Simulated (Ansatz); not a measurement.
# Meshes and cutoff for the phonons of GaAs (F-43m), part 4 of 4

How do the frequencies of GaAs (F-43m) move with q mesh, k mesh and cutoff?

Ansatz 0.2.0; DFT PBE, scalar-relativistic, plane waves, PAW.

So far. Step 11 (Another k mesh, q mesh 2×2×2): The highest optical mode at the zone centre (no LO-TO term) is 251.9 cm⁻¹, +0.0 cm⁻¹ against the base run. Step 12 (Another k mesh, k-mesh 18×18×18, q mesh 2×2×2): The highest optical mode at the zone centre (no LO-TO term) is 251.8 cm⁻¹, -0.1 cm⁻¹ against the base run. The relaxed cell has a = 5.745 Å (conventional setting).

## 14. Another cutoff, cutoff 170 eV, q mesh 2×2×2

The cutoff is set to 170 eV on a small fixed q mesh.

Input file input.yaml:

```yaml
crystal:
  lattice:
    - [0.0, 2.8726922801, 2.8726922801]
    - [2.8726922801, 0.0, 2.8726922801]
    - [2.8726922801, 2.8726922801, 0.0]
  atoms:
    - { symbol: Ga, position: [0.0, 0.0, 0.0] }
    - { symbol: As, position: [0.25, 0.25, 0.25] }
kpoints:
  mp_grid: { grid: [12, 12, 12] }
hamiltonian:
  xc: pbe
scf:
  occupations: { method: gaussian, width: 0.02 }
output:
  eigenvalues: true
phonons:
  method: dfpt
  qmesh: [2, 2, 2]
  temperatures: { t_max: 1000, t_step: 50 }
  qpath:
    path:
      - [[0.0, 0.0, 0.0], [-0.5, -0.5, 0.0], [-0.375, -0.375, 0.25]]
      - [[-0.375, 0.0, 0.375], [0.0, 0.0, 0.0], [0.0, 0.0, 0.5], [-0.5, -0.25, 0.25], [-0.5, -0.5, 0.0]]
    npoints: 10
basis:
  ecutwfc: 170
```

Command:

```bash
> ansatz run input.yaml --threads 4 --pin off --max-ram 7168MiB --backend cpu --events-out ev --progress --plain --runs-dir out
```

Numbers of over 12 decimals in the logs are rounded to 6 here.

The program printed:

```text
Warning: basis.ecutwfc = 170 eV is below the records' recommended 420 eV, and the density's cutoff is lower with it unless basis.ecutrho_ratio is high enough to keep the records' density cutoff: compare with a run at a higher cutoff
[...]
Crystal: 2 atoms, lattice volume = 47.413 Å³
Basis set: ecut = 170 eV, 259 PW (Γ), exchange–correlation on 36×36×36 points (8 copies of the dense FFT grid, shifted against one another)
Bands: 18, of which v1, the nominal top of the filled ones, is band 14 counted from 1 (13 counted from 0)
Symmetry: 24 space group operations
k-points: 72 of 1728 (time reversal used)
[...]
SCF iter   1: F=—  HF=-8616.853325 eV  |F-HF|=—  |Δ(HF+E_count)|=         —  Δρ=1.07e-1  dr2=2.42e0  ethr=1.77e-3  ⟨swp⟩=3.4  Hψ=5105  notcnv=0
[...]
SCF iter   9: F=-8606.700989 eV  HF=-8606.700989 eV  |F-HF|=1.82e-12  |Δ(HF+E_count)|=  2.42e-10  Δρ=6.44e-8  dr2=1.89e-12  ethr=1.00e-12  ⟨swp⟩=3.2  Hψ=5564  notcnv=0
SCF 1 converged in 9 iterations: F = -8606.700989 eV  dr2 = 1.89e-12
[...]
SCF iter   2: F=-8606.700989 eV  HF=-8606.700989 eV  |F-HF|=1.82e-12  |Δ(HF+E_count)|=  2.71e-10  Δρ=2.95e-8  dr2=6.05e-13  ethr=1.00e-12  ⟨swp⟩=4.1  Hψ=4567  notcnv=0
SCF 2 converged in 2 iterations: F = -8606.700989 eV  dr2 = 6.05e-13
k-points: 280 of 1728 (irreducible under 4 space group operations, time reversal used)
[...]
SCF iter   2: F=-8606.700971 eV  HF=-8606.700971 eV  |F-HF|=0.00e0  |Δ(HF+E_count)|=  9.46e-11  Δρ=2.70e-8  dr2=4.37e-13  ethr=1.00e-12  ⟨swp⟩=5.0  Hψ=14645  notcnv=0
WARN: a fill by count may have filled part of one level: at k-index 0 the highest filled band, 7.122294 eV, and the lowest empty band, 7.122294 eV, stand 1.954e-14 eV apart, within the solve's uncertainty, 1.000e-5 eV. If they are one level, whatever splits it, however little, can move the result. A smearing (`scf.occupations.method` with a `width`) well over the split that the run's distortions make, where the deck  [...]
SCF 3 converged in 2 iterations: F = -8606.700971 eV  dr2 = 4.37e-13
[...]
phonons: the run's symmetry doesn't show that the Born effective charges vanish, and it interpolates frequencies without the dipole-dipole term. In a polar insulator or semiconductor they then lack LO-TO splitting, and the branches near Gamma, sound speeds, density of states, thermodynamics and thermal conductivity can be off. Where the input admits it, phonons.dielectric: true or phonons.non_analytic_term supplies t [...]
[...]
SCF converged after 9 iterations
Free energy (F): -8606.700989 eV
[...]
Internal energy: -8606.700971 eV  (E = F + TS)
E sigma→0 (E₀):  -8606.700980 eV
Entropy (-TS):   -0.000018 eV (-0.009 meV/atom)
Fermi energy:    7.128385 eV
[...]
--- Band table (eV; the first three rows and the last of 72) ---
  k-point 0: bands = [... 10 lower, -5.3716, 6.5721, 7.1223, 7.1223, 7.1223, 11.0767, 11.0767, 11.0767]
  k-point 1: bands = [... 10 lower, -5.3013, 5.5330, 7.0253, 7.0253, 7.8646, 11.1865, 11.2279, 11.2279]
  k-point 2: bands = [... 10 lower, -5.0908, 4.2034, 6.7999, 6.7999, 8.2331, 11.6047, 11.6047, 11.7678]
  k-point 71: bands = [... 10 lower, -3.2604, 0.5174, 3.9359, 4.1478, 11.2621, 12.1568, 12.4238, 13.6234]
[...]
ASR residual: 1.010e-4 → 0.000e0 eV/Å²; symmetrization residual: 7.299e-6 eV/Å²
  ASR residual per site (eV/Å²): 1.01e-4 2.31e-5
  Γ frequencies (cm⁻¹): 0.00 0.00 0.00 298.66 298.66 298.66
--- Phonons (arbitrary-q DFPT): 3 irreducible q on the 2×2×2 mesh ---
[...]
interpolated dispersion: 62 rows × 6 modes
[...]
zero-point energy: 0.070298 eV/cell   skipped modes (ω ≤ 0): 324, of them read as no rigid motion or as one in doubt: 321 (1.167e0 modes/cell left out, lowest -54.86 cm⁻¹)   left out of the sums: 1.95e-1 of the cell's modes: C_V's classical limit lies that fraction below 3 k_B per atom; for a crystal, a wire or a layer, F and S can be off by more, and a phonons.interpolated_qmesh denser along its periods is the remedy for the sampling
```

Run time: 29 s. Hardware: 4 threads of Arm Neoverse V1, shared host; peak memory 0.87 GiB.

The run finished; it serves as a test, and its numbers are not taken as the result.

## 15. Another cutoff, cutoff 230 eV, q mesh 2×2×2

The cutoff is set to 230 eV on a small fixed q mesh.

input.yaml, as its differences from that of step 14:

```diff
@@ -26,2 +26,2 @@
 basis:
-  ecutwfc: 170
+  ecutwfc: 230
```

The program printed:

```text
[...]
Crystal: 2 atoms, lattice volume = 47.413 Å³
Basis set: ecut = 230 eV, 339 PW (Γ), exchange–correlation on 48×48×48 points (8 copies of the dense FFT grid, shifted against one another)
Bands: 18, of which v1, the nominal top of the filled ones, is band 14 counted from 1 (13 counted from 0)
Symmetry: 24 space group operations
k-points: 72 of 1728 (time reversal used)
[...]
SCF iter   1: F=—  HF=-8636.270061 eV  |F-HF|=—  |Δ(HF+E_count)|=         —  Δρ=1.69e-2  dr2=5.78e-2  ethr=1.77e-3  ⟨swp⟩=4.5  Hψ=5392  notcnv=0
[...]
SCF iter   9: F=-8635.505435 eV  HF=-8635.505435 eV  |F-HF|=1.82e-12  |Δ(HF+E_count)|=  3.09e-11  Δρ=3.41e-8  dr2=3.55e-13  ethr=1.00e-12  ⟨swp⟩=5.0  Hψ=4708  notcnv=0
SCF 1 converged in 9 iterations: F = -8635.505435 eV  dr2 = 3.55e-13
[...]
SCF iter   3: F=-8635.505435 eV  HF=-8635.505435 eV  |F-HF|=0.00e0  |Δ(HF+E_count)|=  3.64e-12  Δρ=3.61e-8  dr2=3.50e-13  ethr=1.00e-12  ⟨swp⟩=1.0  Hψ=2880  notcnv=0
SCF 2 converged in 3 iterations: F = -8635.505435 eV  dr2 = 3.50e-13
k-points: 280 of 1728 (irreducible under 4 space group operations, time reversal used)
[...]
SCF iter   4: F=-8635.505426 eV  HF=-8635.505426 eV  |F-HF|=1.64e-11  |Δ(HF+E_count)|=  7.64e-11  Δρ=3.44e-7  dr2=3.04e-11  ethr=1.00e-12  ⟨swp⟩=3.1  Hψ=17725  notcnv=0
SCF 3 converged in 4 iterations: F = -8635.505426 eV  dr2 = 3.04e-11
[...]
DFPT response loops at Γ: preconditioner auto → Resta (q_TF=auto, 2.499 Å⁻¹)  ε∞=57.3 (no band partly filled); β = 1.00, the filter's whole step (`scf.mixing.beta` (0.50) is not read by the response loops at its default; to damp them type it under 1.00, their step now; it binds the ground state too); Broyden in place of MSR1
[...]
Bands: 15, of which v1, the nominal top of the filled ones, is band 14 counted from 1 (13 counted from 0)
k-points: 280
[...]
Eigensolver: Dense (280 Hₖ)
SCF iter   1: F=—  HF=-8640.062414 eV  |F-HF|=—  |Δ(HF+E_count)|=         —  Δρ=1.76e-2  dr2=5.96e-2  ethr=1.00e-1
[...]
SCF iter   7: F=-8639.401085 eV  HF=-8639.401085 eV  |F-HF|=7.79e-9  |Δ(HF+E_count)|=   5.96e-8  Δρ=7.44e-6  dr2=1.40e-8  ethr=1.38e-9
SCF 1 converged in 7 iterations: F = -8639.401085 eV  dr2 = 1.40e-8
[...]
SCF converged after 9 iterations
Free energy (F): -8635.505435 eV
[...]
Internal energy: -8635.505417 eV  (E = F + TS)
E sigma→0 (E₀):  -8635.505426 eV
Entropy (-TS):   -0.000017 eV (-0.009 meV/atom)
Fermi energy:    7.513684 eV
[...]
--- Band table (eV; the first three rows and the last of 72) ---
  k-point 0: bands = [... 10 lower, -4.9372, 7.4983, 7.4983, 7.4983, 7.5167, 11.3073, 11.3073, 11.3073]
  k-point 1: bands = [... 10 lower, -4.8685, 6.1415, 7.3790, 7.3790, 8.5166, 11.3965, 11.4468, 11.4468]
  k-point 2: bands = [... 10 lower, -4.6556, 4.7345, 7.1318, 7.1318, 8.8587, 11.8053, 11.8053, 12.0441]
  k-point 71: bands = [... 10 lower, -2.6883, 1.0204, 4.1649, 4.3667, 11.8504, 12.2417, 12.7588, 13.6369]
[...]
ASR residual: 2.643e-5 → 0.000e0 eV/Å²; symmetrization residual: 2.829e-6 eV/Å²
  ASR residual per site (eV/Å²): 3.72e-6 2.64e-5
  Γ frequencies (cm⁻¹): 0.00 0.00 0.00 258.55 258.55 258.55
[...]
ε∞ (high-frequency dielectric tensor):
       16.012962    -0.000000    -0.000000
       -0.000000    16.012962     0.000000
       -0.000000     0.000000    16.012962
[...]
Born effective charges Z* (e; rows j = field, columns β = displacement):
    site 0:
         2.23425   -0.00000   -0.00000
        -0.00000    2.23425    0.00000
         0.00000   -0.00000    2.23425
    site 1:
        -2.23425    0.00000    0.00000
         0.00000   -2.23425   -0.00000
        -0.00000    0.00000   -2.23425
  Z* charge neutrality: 1.300e-2 e pre-enforcement
[...]
optical modes at Γ without the LO–TO term, one row a degenerate level:
      ω (cm⁻¹)  modes    IR ((D/Å)²/amu)
        258.55      3             9.5668
  optical modes at Γ + LO–TO along q̂ = [1.0000, 0.0000, 0.0000]:
      ω (cm⁻¹)  modes    IR ((D/Å)²/amu)
        258.55      2             6.3779
        275.33      1             3.1889
  optical modes at Γ + LO–TO along q̂ = [0.0000, 1.0000, 0.0000]:
      ω (cm⁻¹)  modes    IR ((D/Å)²/amu)
        258.55      2             6.3779
        275.33      1             3.1889
  optical modes at Γ + LO–TO along q̂ = [0.0000, 0.0000, 1.0000]:
      ω (cm⁻¹)  modes    IR ((D/Å)²/amu)
        258.55      2             6.3779
        275.33      1             3.1889
--- Phonons (arbitrary-q DFPT): 3 irreducible q on the 2×2×2 mesh ---
[...]
interpolated dispersion: 63 rows × 6 modes
[...]
```

The job ended after 1.8 min (4 threads; peak memory 1.9 GiB).

The run finished; it serves as a test, and its numbers are not taken as the result.

## 16. Another cutoff, cutoff 290 eV, q mesh 2×2×2

The cutoff is set to 290 eV on a small fixed q mesh.

input.yaml, as its differences from that of step 15:

```diff
@@ -26,2 +26,2 @@
 basis:
-  ecutwfc: 230
+  ecutwfc: 290
```

The program printed:

```text
[...]
Crystal: 2 atoms, lattice volume = 47.413 Å³
Basis set: ecut = 290 eV, 531 PW (Γ), exchange–correlation on 48×48×48 points (8 copies of the dense FFT grid, shifted against one another)
Bands: 18, of which v1, the nominal top of the filled ones, is band 14 counted from 1 (13 counted from 0)
Symmetry: 24 space group operations
k-points: 72 of 1728 (time reversal used)
[...]
SCF iter   1: F=—  HF=-8639.571692 eV  |F-HF|=—  |Δ(HF+E_count)|=         —  Δρ=2.50e-3  dr2=3.37e-3  ethr=1.77e-3  ⟨swp⟩=6.0  Hψ=5751  notcnv=0
[...]
SCF iter   9: F=-8639.555937 eV  HF=-8639.555937 eV  |F-HF|=3.64e-12  |Δ(HF+E_count)|=  6.37e-11  Δρ=4.75e-8  dr2=8.10e-13  ethr=1.00e-12  ⟨swp⟩=5.0  Hψ=4895  notcnv=0
SCF 1 converged in 9 iterations: F = -8639.555937 eV  dr2 = 8.10e-13
[...]
SCF iter   3: F=-8639.555937 eV  HF=-8639.555937 eV  |F-HF|=5.46e-12  |Δ(HF+E_count)|=  3.64e-12  Δρ=5.33e-8  dr2=6.66e-13  ethr=1.00e-12  ⟨swp⟩=2.0  Hψ=2592  notcnv=0
SCF 2 converged in 3 iterations: F = -8639.555937 eV  dr2 = 6.66e-13
k-points: 280 of 1728 (irreducible under 4 space group operations, time reversal used)
[...]
SCF iter   2: F=-8639.555937 eV  HF=-8639.555937 eV  |F-HF|=3.64e-12  |Δ(HF+E_count)|=  5.64e-11  Δρ=7.74e-8  dr2=1.77e-12  ethr=1.00e-12  ⟨swp⟩=6.6  Hψ=19826  notcnv=0
SCF 3 converged in 2 iterations: F = -8639.555937 eV  dr2 = 1.77e-12
[...]
Bands: 15, of which v1, the nominal top of the filled ones, is band 14 counted from 1 (13 counted from 0)
k-points: 280
[...]
Eigensolver: Dense (280 Hₖ)
SCF iter   1: F=—  HF=-8639.823319 eV  |F-HF|=—  |Δ(HF+E_count)|=         —  Δρ=1.14e-3  dr2=1.27e-4  ethr=1.00e-1
[...]
SCF iter   6: F=-8639.809751 eV  HF=-8639.809751 eV  |F-HF|=1.88e-9  |Δ(HF+E_count)|=   6.48e-8  Δρ=5.16e-6  dr2=7.31e-9  ethr=4.79e-9
SCF 1 converged in 6 iterations: F = -8639.809751 eV  dr2 = 7.31e-9
[...]
SCF converged after 9 iterations
Free energy (F): -8639.555937 eV
[...]
Internal energy: -8639.555937 eV  (E = F + TS)
E sigma→0 (E₀):  -8639.555937 eV
Fermi energy:    7.610073 eV
[...]
--- Band table (eV; the first three rows and the last of 72) ---
  k-point 0: bands = [... 10 lower, -4.8598, 7.5339, 7.5339, 7.5339, 7.6834, 11.2742, 11.2742, 11.2742]
  k-point 1: bands = [... 10 lower, -4.7844, 6.2489, 7.4299, 7.4299, 8.6385, 11.3957, 11.4318, 11.4318]
  k-point 2: bands = [... 10 lower, -4.5646, 4.8297, 7.1828, 7.1828, 8.9683, 11.7900, 11.7900, 12.0763]
  k-point 71: bands = [... 10 lower, -2.5289, 1.1104, 4.2263, 4.4188, 11.9375, 12.2439, 12.8058, 13.5813]
[...]
ASR residual: 5.180e-5 → 0.000e0 eV/Å²; symmetrization residual: 1.308e-5 eV/Å²
  ASR residual per site (eV/Å²): 8.96e-6 5.18e-5
  Γ frequencies (cm⁻¹): 0.00 0.00 0.00 249.09 249.09 249.09
[...]
ε∞ (high-frequency dielectric tensor):
       15.897125    -0.000000     0.000000
       -0.000000    15.897125     0.000000
        0.000000     0.000000    15.897125
[...]
Born effective charges Z* (e; rows j = field, columns β = displacement):
    site 0:
         2.21778   -0.00000    0.00000
        -0.00000    2.21778    0.00000
         0.00000    0.00000    2.21778
    site 1:
        -2.21778    0.00000   -0.00000
         0.00000   -2.21778   -0.00000
        -0.00000   -0.00000   -2.21778
  Z* charge neutrality: 6.778e-3 e pre-enforcement
[...]
optical modes at Γ without the LO–TO term, one row a degenerate level:
      ω (cm⁻¹)  modes    IR ((D/Å)²/amu)
        249.09      3             9.4262
  optical modes at Γ + LO–TO along q̂ = [1.0000, 0.0000, 0.0000]:
      ω (cm⁻¹)  modes    IR ((D/Å)²/amu)
        249.09      2             6.2842
        266.34      1             3.1421
  optical modes at Γ + LO–TO along q̂ = [0.0000, 1.0000, 0.0000]:
      ω (cm⁻¹)  modes    IR ((D/Å)²/amu)
        249.09      2             6.2842
        266.34      1             3.1421
  optical modes at Γ + LO–TO along q̂ = [0.0000, 0.0000, 1.0000]:
      ω (cm⁻¹)  modes    IR ((D/Å)²/amu)
        249.09      2             6.2842
        266.34      1             3.1421
--- Phonons (arbitrary-q DFPT): 3 irreducible q on the 2×2×2 mesh ---
[...]
interpolated dispersion: 63 rows × 6 modes
[...]
```

Run time: 1.9 min. Hardware: 4 threads; peak memory 2 GiB; 7.1 min of CPU time.

The run finished; it serves as a test, and its numbers are not taken as the result.

## 17. Another cutoff, cutoff 360 eV, q mesh 2×2×2

The cutoff is set to 360 eV on a small fixed q mesh.

input.yaml, as its differences from that of step 16:

```diff
@@ -26,2 +26,2 @@
 basis:
-  ecutwfc: 290
+  ecutwfc: 360
```

The program printed:

```text
[...]
Crystal: 2 atoms, lattice volume = 47.413 Å³
Basis set: ecut = 360 eV, 725 PW (Γ), exchange–correlation on 54×54×54 points (8 copies of the dense FFT grid, shifted against one another)
Bands: 18, of which v1, the nominal top of the filled ones, is band 14 counted from 1 (13 counted from 0)
Symmetry: 24 space group operations
k-points: 72 of 1728 (time reversal used)
[...]
optical modes at Γ + LO–TO along q̂ = [0.0000, 1.0000, 0.0000]:
      ω (cm⁻¹)  modes    IR ((D/Å)²/amu)
        251.69      2             6.2644
        268.74      1             3.1322
  optical modes at Γ + LO–TO along q̂ = [0.0000, 0.0000, 1.0000]:
      ω (cm⁻¹)  modes    IR ((D/Å)²/amu)
        251.69      2             6.2644
        268.74      1             3.1322
--- Phonons (arbitrary-q DFPT): 3 irreducible q on the 2×2×2 mesh ---
[...]
interpolated dispersion: 63 rows × 6 modes
[...]
[key lines of the parts left out:]
SCF converged after 9 iterations
Free energy (F): -8639.854390 eV
Fermi energy:    7.623760 eV
```

Elapsed: 86 s, on 4 threads; peak memory 1.6 GiB.

The highest optical mode at the zone centre (no LO-TO term) is 251.7 cm⁻¹, -0.2 cm⁻¹ against the base run.

## 18. Another cutoff, cutoff 550 eV, q mesh 2×2×2

The cutoff is set to 550 eV on a small fixed q mesh.

input.yaml, as its differences from that of step 17:

```diff
@@ -26,2 +26,2 @@
 basis:
-  ecutwfc: 360
+  ecutwfc: 550
```

The program printed:

```text
[...]
Crystal: 2 atoms, lattice volume = 47.413 Å³
Basis set: ecut = 550 eV, 1411 PW (Γ), exchange–correlation on 64×64×64 points (8 copies of the dense FFT grid, shifted against one another)
Bands: 18, of which v1, the nominal top of the filled ones, is band 14 counted from 1 (13 counted from 0)
Symmetry: 24 space group operations
k-points: 72 of 1728 (time reversal used)
[...]
optical modes at Γ + LO–TO along q̂ = [0.0000, 1.0000, 0.0000]:
      ω (cm⁻¹)  modes    IR ((D/Å)²/amu)
        251.90      2             6.2636
        268.94      1             3.1318
  optical modes at Γ + LO–TO along q̂ = [0.0000, 0.0000, 1.0000]:
      ω (cm⁻¹)  modes    IR ((D/Å)²/amu)
        251.90      2             6.2636
        268.94      1             3.1318
--- Phonons (arbitrary-q DFPT): 3 irreducible q on the 2×2×2 mesh ---
[...]
interpolated dispersion: 63 rows × 6 modes
[...]
[key lines of the parts left out:]
SCF converged after 9 iterations
Free energy (F): -8639.862906 eV
Fermi energy:    7.623070 eV
```

Elapsed: 2.2 min, on 4 threads; peak memory 1.7 GiB.

Frequencies (cm⁻¹) solved at each irreducible wavevector; negative means imaginary. Frequencies by wavevector, by row:

```
q in reciprocal lattice units  star  mode 1  mode 2  mode 3  mode 4  mode 5  mode 6
                        0 0 0     1       0       0       0   251.9   251.9   251.9
                     0 0 -0.5     4    59.7    59.7   197.3   219.6   243.3   243.3
                  0 -0.5 -0.5     3    74.7    74.7   207.2   223.6   234.3   234.3
```

The highest optical mode at the zone centre (no LO-TO term) is 251.9 cm⁻¹, +0.0 cm⁻¹ against the base run.

## 19. Results

- mean frequency, q mesh 2×2×2: 171 cm⁻¹
- mean frequency, q mesh 3×3×3: 170 cm⁻¹
- mean frequency, q mesh 6×6×6: 170 cm⁻¹
- highest optical mode at the zone centre (no LO-TO term), k-mesh 4×4×4: 254 cm⁻¹
- highest optical mode at the zone centre (no LO-TO term), k-mesh 6×6×6: 252 cm⁻¹
- highest optical mode at the zone centre (no LO-TO term), k-mesh 8×8×8: 252 cm⁻¹
- highest optical mode at the zone centre (no LO-TO term), k-mesh 12×12×12: 252 cm⁻¹
- highest optical mode at the zone centre (no LO-TO term), k-mesh 18×18×18: 252 cm⁻¹
- highest optical mode at the zone centre (no LO-TO term), cutoff 170 eV: 299 cm⁻¹
- highest optical mode at the zone centre (no LO-TO term), cutoff 230 eV: 259 cm⁻¹
- highest optical mode at the zone centre (no LO-TO term), cutoff 290 eV: 249 cm⁻¹
- highest optical mode at the zone centre (no LO-TO term), cutoff 360 eV: 252 cm⁻¹
- highest optical mode at the zone centre (no LO-TO term), cutoff 550 eV: 252 cm⁻¹

Over the whole q mesh series, coarse runs included, the mean frequency runs from 170.3 to 171.4 cm⁻¹; from 2×2×2 on it stays within 1.1 cm⁻¹ of the finest run (6×6×6), against a tolerance of 1.7. Over the whole k mesh series, coarse runs included, the lowest mode on the q mesh (acoustic modes at Γ apart) runs from 57.4 to 59.7 cm⁻¹; from 6×6×6 on all solved modes stay within 1.0 cm⁻¹ of the finest run (18×18×18), against a tolerance of 2.5. Over the whole cutoff series, coarse runs included, the lowest mode on the q mesh (acoustic modes at Γ apart) runs from -54.9 to 60.2 cm⁻¹; from 360 eV on all solved modes stay within 0.2 cm⁻¹ of the finest run (550 eV), against a tolerance of 2.5. All runs share the cell relaxed at the base settings, which is not exactly at rest under another k mesh or cutoff. The program warns that the interpolation holds no quadrupole term, so branches close to Γ can be off in this crystal. These are harmonic frequencies at zero temperature: anharmonic shifts, linewidths and thermal expansion are left out.

[Logs are printed without paths, hosts, clocks, repeated set-up lines and the standing remarks that a program may print on its own settings, such as how far it seeks lower states.]

[Hosts, paths, dates, database ids (printed as entryN), source tags and the programs' standing remarks are cut or masked in the printed files.]
